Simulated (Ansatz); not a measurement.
Sr under changes of volume

One of the cells (56.319 Å³/atom); the others are scaled copies at fixed shape and fractional positions:

```xyz
1
Lattice="0.0000 3.0423 3.0423 3.0423 0.0000 3.0423 3.0423 3.0423 0.0000" Properties=species:S:1:pos:R:3 pbc="T T T"
Sr    0.0000    0.0000    0.0000
```

```yaml
Program: Ansatz 0.2.0
Functional: PBE
Potentials_or_basis: PseudoDojo stringent (PBE files)
Cutoff: 871 eV
Density_cutoff: 3483 eV
k_mesh: 8 × 8 × 8
Occupations: fermi-dirac, width 0.05 eV
Spin: no spin polarisation
```

| volume (Å³/atom) | energy over the lowest point (meV/atom) | pressure (GPa) |
| --- | --- | --- |
| 52.940 | 1.58 | 0.4 |
| 54.067 | 0.00 | 0.1 |
| 55.193 | ? | ? |
| 56.319 | 2.01 | -0.3 |
| 57.446 | 5.28 | -0.5 |
| 58.572 | 9.88 | -0.7 |
| 59.698 | 15.69 | -0.9 |

**Question.** What does the run at 55.193 Å³/atom give?

**Answer.** Energy over the lowest point 0.20 meV/atom; pressure -0.1 GPa.

Worked out: A Birch-Murnaghan fit of order 3 (a polynomial in V^(-2/3)) to the other rows has its minimum at 54.49 Å³/atom with B0 = V·E''(V) = 11.8 GPa and B' = 3.7. It gives 0.20 meV/atom at 55.193 Å³/atom, against the run's 0.20, and -dE/dV = -0.1 GPa, against -0.1.

Energies are extrapolated to zero smearing.
